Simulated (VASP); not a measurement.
# HfN (F-43m) in VASP: notebook

Runs on HfN. Level: PBEsol. Tasks: single point.

Program: VASP 6.6.1. These are calculated values, not measurements. Logs are shortened: lines on timing, memory, paths and dates and some standing lists are left out, and cuts for length are marked.

## Step 1: The structure

It takes space group F-43m (No. 216, cubic). Conventional cell: a = 4.910 Å, b = 4.910 Å, c = 4.910 Å, α = 90.00°, β = 90.00°, γ = 90.00°. Hf (site symmetry -43m) is surrounded by 4 N at 2.13 Å. N (site symmetry -43m) is surrounded by 4 Hf at 2.13 Å.

The cell comes from a database or a generator and needn't be the stable form of this composition.

## Step 2: Single point, PBEsol

Contents of INCAR:

```
SYSTEM = HfN
PREC = Accurate ; ENCUT = 340
EDIFF = 1E-7 ; ISMEAR = 0
SIGMA = 0.05 ; LREAL = .False.
LASPH = .True. ; NELM = 100
ALGO = Normal ; ISIF = 2
LWAVE = .False. ; LCHARG = .False.
GGA = PS ; ADDGRID = .False.
```

Contents of KPOINTS:

```
Automatic mesh
0
Gamma
  2 2 2
  0 0 0
```

Contents of POSCAR:

```
HfN
1.0
    0.0000000000      2.4548220000      2.4548220000
    2.4548220000      0.0000000000      2.4548220000
    2.4548220000      2.4548220000      0.0000000000
Hf N
1 1
Direct
    0.0013890000     -0.0035870000      0.0084710000
    0.2560200000      0.2829830000      0.2320270000
```

Potentials or basis: VASP PAW PBE potentials, release 64 (Hf_pv, N).

Run with:

```bash
> cat potpaw_PBE.64/Hf_pv/POTCAR potpaw_PBE.64/N/POTCAR > POTCAR
> mpirun -np 1 vasp_std > vasp.out
```

OUTCAR:

```text
SYSTEM = HfN
   PREC = Accurate
   ENCUT = 340
   EDIFF = 1E-7
   ISMEAR = 0
   LREAL = .False.
   LASPH = .True.
   NELM = 100
   ISIF = 2
   GGA = PS

 Found      8 irreducible k-points:

 Following reciprocal coordinates:
            Coordinates               Weight
  0.000000  0.000000  0.000000      1.000000
  0.500000  0.000000  0.000000      1.000000
  0.000000  0.500000  0.000000      1.000000
  0.000000  0.000000  0.500000      1.000000
  0.500000  0.500000  0.500000      1.000000
  0.500000  0.500000  0.000000      1.000000
   k-points           NKPTS =      8   k-points in BZ     NKDIM =      8   number of bands    NBANDS=     11
   number of dos      NEDOS =    301   number of ions     NIONS =      2
   total plane-waves  NPLWV =  13824
   dimension x,y,z NGX =    24 NGY =   24 NGZ =   24
   dimension x,y,z NGXF=    48 NGYF=   48 NGZF=   48
   ions per type =               1   1
   NGX,Y,Z   is equivalent  to a cutoff of  11.49, 11.49, 11.49 a.u.
   NGXF,Y,Z  is equivalent  to a cutoff of  22.99, 22.99, 22.99 a.u.
 SYSTEM =  HfN
   PREC   = accura    normal or accurate (medium, high low for compatibility)
   ISTART =      0    job   : 0-new  1-cont  2-samecut
   ICHARG =      2    charge: 1-file 2-atom 10-const
   ISPIN  =      1    spin polarized calculation?
   LNONCOLLINEAR =      F non collinear calculations
   LSORBIT =      F    spin-orbit coupling
   LASPH  =      T    aspherical Exc in radial PAW
   ENCUT  =  340.0 eV  24.99 Ry    5.00 a.u.   5.22  5.22  5.22*2*pi/ulx,y,z
   NELM   =    100;   NELMIN=  2; NELMDL= -5     # of ELM steps
   EDIFF  = 0.1E-06   stopping-criterion for ELM
   LREAL  =      F    real-space projection
   EDIFFG = 0.1E-05   stopping-criterion for IOM
   NSW    =      0    number of steps for IOM
   IBRION =     -1    ionic relax: 0-MD 1-quasi-New 2-CG
   NFREE  =      0    steps in history (QN), initial steepest desc. (CG)
   ISIF   =      2    stress and relaxation
   ISYM   =      2    0-nonsym 1-usesym 2-fastsym
   POTIM  = 0.5000    time-step for ionic-motion
   TEBEG  =    0.0;   TEEND  =   0.0 temperature during run
   PSTRESS=    0.0 pullay stress
   NELECT =      15.0000    total number of electrons
   NUPDOWN=      -1.0000    fix difference up-down
   EMIN   =  10.00;   EMAX   =-10.00  energy-range for DOS
   EFERMI =   0.00;   METHOD = LEGACY
   ISMEAR =     0;   SIGMA  =   0.05  broadening in eV -4-tet -1-fermi 0-gaus
   EFERMI_NEDOS =   21; number of points for ismear=-14 and -15
   IALGO  =     38    algorithm
   IMIX   =      4    mixing-type and parameters
     AMIX     =   0.40;   BMIX     =  1.00
     AMIX_MAG =   1.60;   BMIX_MAG =  1.00
  volume/ion in A,a.u.               =      14.79        99.83
  Fermi-wavevector in a.u.,A,eV,Ry     =   1.305395  2.466839 23.185087  1.704056
  Thomas-Fermi vector in A             =   2.436267
   LORBIT       =      0    0 simple, 1 ext, 2 COOP (PROOUT), +10 PAW based schemes
   GGA     = PS    functional components
   LHFCALC =     F    Hartree Fock is set to
   AEXX    =    0.0000 exact exchange contribution
   IVDW    =     0    specifies the selected vdW correction
   LEPSILON=     F    determine dielectric tensor
   LRPA    =     F    only Hartree local field effects (RPA)
 non-spin polarized calculation
 Gauss-broadening in eV      SIGMA  =   0.05
  energy-cutoff  :      340.00
  volume of cell :       29.59
 maximum number of plane-waves:       444
 NGX is ok and might be reduce to    24
   NGX = 11   NGY = 11   NGZ = 11

 number of electron      15.0000000 magnetization

 Free energy of the ion-electron system (eV)
  ---------------------------------------------------
  ext. energy  EPLUGINS =         0.00000000
  ---------------------------------------------------
  free energy    TOTEN  =       -22.06759500 eV

  energy without entropy =      -22.06759500  energy(sigma->0) =      -22.06759500

 E-fermi :   5.1680     XC(G=0): -11.4142

 val. band max:        4.8835706881   @ k =   0.0000   0.0000   0.0000
 cond. band min:       6.4843398807   @ k =   0.0000   0.5000   0.0000
 fundamental gap:      1.6007691926
 Fermi energy:         5.1679795282

 k-point     1 :       0.0000    0.0000    0.0000
  band No.  band energies     occupation
      1     -25.7031      2.00000
      2     -25.6721      2.00000
      3     -25.6624      2.00000
      4     -10.4520      2.00000
      5       0.0383      2.00000
      6       0.2082      2.00000
      7       0.3838      2.00000
      8       4.8836      2.00000
      9       7.6654      0.00000
     10       7.6781      0.00000
     11      11.5714      0.00000

 k-point     2 :       0.5000    0.0000    0.0000
  band No.  band energies     occupation
      1     -26.1455      2.00000
      2     -25.7636      2.00000
      3     -25.7202      2.00000
      4      -9.3123      2.00000
      5      -0.0897      2.00000
      6       0.6921      2.00000
      7       0.9827      2.00000
      8       7.1261      0.00000
      9       7.6908      0.00000
     10       8.6522      0.00000
     11       9.6927      0.00000

 k-point     3 :       0.0000    0.5000    0.0000
  band No.  band energies     occupation
      1     -26.1974      2.00000
      2     -25.7397      2.00000
      3     -25.7250      2.00000
      4      -9.1633      2.00000
      5      -0.0523      2.00000
      6       0.9997      2.00000
      7       1.1511      2.00000
      8       6.4843      0.00000
      9       7.9317      0.00000
     10       8.4273      0.00000
     11       9.7352      0.00000

 k-point     4 :       0.0000    0.0000    0.5000
  band No.  band energies     occupation
      1     -26.1080      2.00000
      2     -25.7613      2.00000
      3     -25.7271      2.00000
      4      -9.4608      2.00000
      5      -0.0632      2.00000
      6       0.5036      2.00000
      7       0.7164      2.00000
      8       7.5668      0.00000
      9       7.9229      0.00000
     10       8.5694      0.00000
     11       9.7678      0.00000

 k-point     5 :       0.5000    0.5000    0.5000
  band No.  band energies     occupation
      1     -26.1210      2.00000
      2     -25.7627      2.00000
      3     -25.7250      2.00000
      4      -9.4071      2.00000
      5      -0.0795      2.00000
      6       0.5697      2.00000
      7       0.8283      2.00000
      8       7.4186      0.00000
      9       7.8014      0.00000
     10       8.6114      0.00000
     11       9.7137      0.00000

 k-point     6 :       0.5000    0.5000    0.0000
  band No.  band energies     occupation
      1     -26.1396      2.00000
      2     -25.8494      2.00000
      3     -25.8181      2.00000
      4      -8.9914      2.00000
      5      -1.2743      2.00000
      6       1.9378      2.00000
      7       2.2091      2.00000
      8       4.3760      2.00000
      9       7.8518      0.00000
     10       9.4481      0.00000
     11       9.9747      0.00000

 [... further k-points ...]

------------------------ aborting loop because EDIFF is reached ----------------------------------------

  FORCE on cell =-STRESS in cart. coord.  units (eV):
  Direction    XX          YY          ZZ          XY          YZ          ZX
  --------------------------------------------------------------------------------------
  -------------------------------------------------------------------------------------
  Total       -0.8785874     -0.9521902     -1.1884000     -1.1182447     -0.4293636      0.6499179
  in kB      -47.5779297    -51.5637216    -64.3551336    -60.5560307    -23.2512200     35.1948471
  external PRESSURE =     -54.4989283 kB  Pullay stress =       0.0000000 kB

 VOLUME and BASIS-vectors are now :
 -----------------------------------------------------------------------------
  energy-cutoff  :      340.00
  volume of cell :       29.59
      direct lattice vectors                 reciprocal lattice vectors
     0.000000000  2.454822000  2.454822000    -0.203680756  0.203680756  0.203680756
     2.454822000  0.000000000  2.454822000     0.203680756 -0.203680756  0.203680756
     2.454822000  2.454822000  0.000000000     0.203680756  0.203680756 -0.203680756

 POSITION                                       TOTAL-FORCE (eV/Angst)
 -----------------------------------------------------------------------------------
      2.46681      0.02420      2.44943         0.459638     -0.782968      1.358601
      1.26426      1.19807      1.32316        -0.459638      0.782968     -1.358601
 -----------------------------------------------------------------------------------
    total drift:                               -0.000038      0.000227     -0.000160

  FREE ENERGIE OF THE ION-ELECTRON SYSTEM (eV)
  ---------------------------------------------------
  free  energy   TOTEN  =       -22.0675949952 eV

  energy  without entropy=      -22.0675949952  energy(sigma->0) =      -22.06759500
```

It took 2.4 s on 1 thread of Intel Xeon 6975P-C (Granite Rapids), shared host; peak memory 0.13 GiB.

The run converged, but a check on its numbers failed (symmetry, net force, bounds or a known fault of this set-up), so they aren't taken as properties of the crystal.

Caveat: the k mesh is coarse (spacing up to 1.11 Å⁻¹), so the values aren't converged; the cutoff lies under the usual one of these potentials, so the numbers hold a large basis-set error; the PAW data sets were made with another functional, which shifts forces and pressure a little.

## Step 3: Single point, PBEsol

INCAR, as its differences from that of step 2:

```diff
@@ -1,3 +1,3 @@
 SYSTEM = HfN
-PREC = Accurate ; ENCUT = 340
+PREC = Accurate ; ENCUT = 400
 EDIFF = 1E-7 ; ISMEAR = 0
```

KPOINTS is that of step 2.

Contents of POSCAR:

```
HfN
1.0
    0.0000000000      2.4548220000      2.4548220000
    2.4548220000      0.0000000000      2.4548220000
    2.4548220000      2.4548220000      0.0000000000
Hf N
1 1
Direct
    0.0000000000      0.0000000000      0.0000000000
    0.2500000000      0.2500000000      0.2500000000
```

Potentials or basis: VASP PAW PBE potentials, release 64 (Hf_pv, N).

Run with:

```bash
> cat potpaw_PBE.64/Hf_pv/POTCAR potpaw_PBE.64/N/POTCAR > POTCAR
> mpirun -np 1 vasp_std > vasp.out
```

Run time: 2.1 s. Hardware: 1 thread of Intel Xeon 6975P-C (Granite Rapids), shared host; peak memory 0.13 GiB.

The run converged, but some of its settings lie outside the range that counts as converged, so its numbers aren't taken as properties of the crystal.

What came out:

```yaml
Free_energy: -22.1608 eV
Band_gap_on_the_k_mesh: none (metal or under the smearing width)
```

Caveat: the k mesh is coarse (spacing up to 1.11 Å⁻¹), so the values aren't converged; the cutoff is under 1.25 times the usual one of these potentials, so pressure, stress and relaxed cells hold a basis-set (Pulay) error; the PAW data sets were made with another functional, which shifts forces and pressure a little.

## Step 4: Single point, PBEsol

INCAR is that of step 3.

KPOINTS is that of step 3.

Contents of POSCAR:

```
HfN
1.0
    0.0000000000      2.4548220000      2.4548220000
    2.4548220000      0.0000000000      2.4548220000
    2.4548220000      2.4548220000      0.0000000000
Hf N
1 1
Direct
    0.0013890000     -0.0035870000      0.0084710000
    0.2560200000      0.2829830000      0.2320270000
```

Run with:

```bash
> cat potpaw_PBE.64/Hf_pv/POTCAR potpaw_PBE.64/N/POTCAR > POTCAR
> mpirun -np 1 vasp_std > vasp.out
```

It took 2.7 s on 1 thread of Intel Xeon 6975P-C (Granite Rapids), shared host; peak memory 0.13 GiB.

These settings aren't checked as converged: the numbers below hold their error.

What came out:

```yaml
Free_energy: -22.0689 eV
Largest_force: 1.624 eV/Å
Band_gap_on_the_k_mesh: none (metal or under the smearing width)
```

Caveat: the k mesh is coarse (spacing up to 1.11 Å⁻¹), so the values aren't converged; the cutoff is under 1.25 times the usual one of these potentials, so pressure, stress and relaxed cells hold a basis-set (Pulay) error; the PAW data sets were made with another functional, which shifts forces and pressure a little.

## Step 5: Single point, PBEsol

INCAR, as its differences from that of step 4:

```diff
@@ -1,3 +1,3 @@
 SYSTEM = HfN
-PREC = Accurate ; ENCUT = 400
+PREC = Accurate ; ENCUT = 460
 EDIFF = 1E-7 ; ISMEAR = 0
```

KPOINTS is that of step 4.

Contents of POSCAR:

```
HfN
1.0
    0.0000000000      2.4548220000      2.4548220000
    2.4548220000      0.0000000000      2.4548220000
    2.4548220000      2.4548220000      0.0000000000
Hf N
1 1
Direct
    0.0000000000      0.0000000000      0.0000000000
    0.2500000000      0.2500000000      0.2500000000
```

Run with:

```bash
> cat potpaw_PBE.64/Hf_pv/POTCAR potpaw_PBE.64/N/POTCAR > POTCAR
> mpirun -np 1 vasp_std > vasp.out
```

It took 2.5 s on 1 thread of Intel Xeon 6975P-C (Granite Rapids), shared host; peak memory 0.13 GiB.

These settings aren't checked as converged: the numbers below hold their error.

What came out:

```yaml
Free_energy: -22.1633 eV
Pressure: 0.2 GPa
Band_gap_on_the_k_mesh: none (metal or under the smearing width)
```

Caveat: the k mesh is coarse (spacing up to 1.11 Å⁻¹), so the values aren't converged; the cutoff is under 1.25 times the usual one of these potentials, so pressure, stress and relaxed cells hold a basis-set (Pulay) error; the PAW data sets were made with another functional, which shifts forces and pressure a little.

## Step 6: For comparison

An earlier run on the cell as given: functional PBEsol; potentials or basis VASP PAW PBE potentials, release 64 (Hf_pv, N); cutoff 520 eV; k mesh 9 × 9 × 9; occupations fermi-dirac, width 0.05 eV; no spin polarisation.

* Pressure: -5.9 GPa
* Band gap on the k mesh: none (metal or under the smearing width)
